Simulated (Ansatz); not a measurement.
CsCl, DFT, PBEsol, PAW with Ansatz's default frozen-core files, scalar-relativistic (Ansatz 0.2.0), run on 1 thread of Arm Neoverse V1 on a shared host.

The cell is COD entry 9008789, as deposited and not checked against the literature; nothing was relaxed.

Command: `ansatz run input.yaml --threads 1 --pin off --max-ram 2048MiB --backend cpu --events-out ev --progress --plain --runs-dir out`

```yaml
crystal:
  lattice:
    - [4.123, 0.0, 0.0]
    - [0.0, 4.123, 0.0]
    - [0.0, 0.0, 4.123]
  atoms:
    - { symbol: Cs, position: [0.0, 0.0, 0.0] }
    - { symbol: Cl, position: [0.5, 0.5, 0.5] }
kpoints:
  mp_grid: { grid: [6, 6, 6] }
  band_path:
    path:
      - [0.0, 0.0, 0.0]
      - [0.0, 0.5, 0.0]
      - [0.5, 0.5, 0.0]
      - [0.0, 0.0, 0.0]
      - [0.5, 0.5, 0.5]
      - [0.0, 0.5, 0.0]
      - [0.5, 0.5, 0.5]
      - [0.5, 0.5, 0.0]
    npoints: 5
scf:
  occupations: { method: fermi_dirac, width: 0.03 }
hamiltonian:
  xc: pbesol
  pseudopotentials: { kind: paw }
output:
  forces: true
  stress: true
  eigenvalues: true
  efg: { contact_densities: true }
```

Task: How large is the problem that the program sets up?

Result: 20 irreducible k-points, 1357 plane waves at Γ, 12 bands.

Task: About how long does it take, and how much memory does it use?

Result: 4.2 s of wall time for 6 SCF iterations, with a peak of 0.37 GiB. Times on shared machines scatter by tens of per cent.

Task: And the same cell and mesh by LAPW (all electrons), asked for forces, stress, eigenvalues and the same band path, on the same hardware?

Result: 6.6 s, peak memory 0.24 GiB.
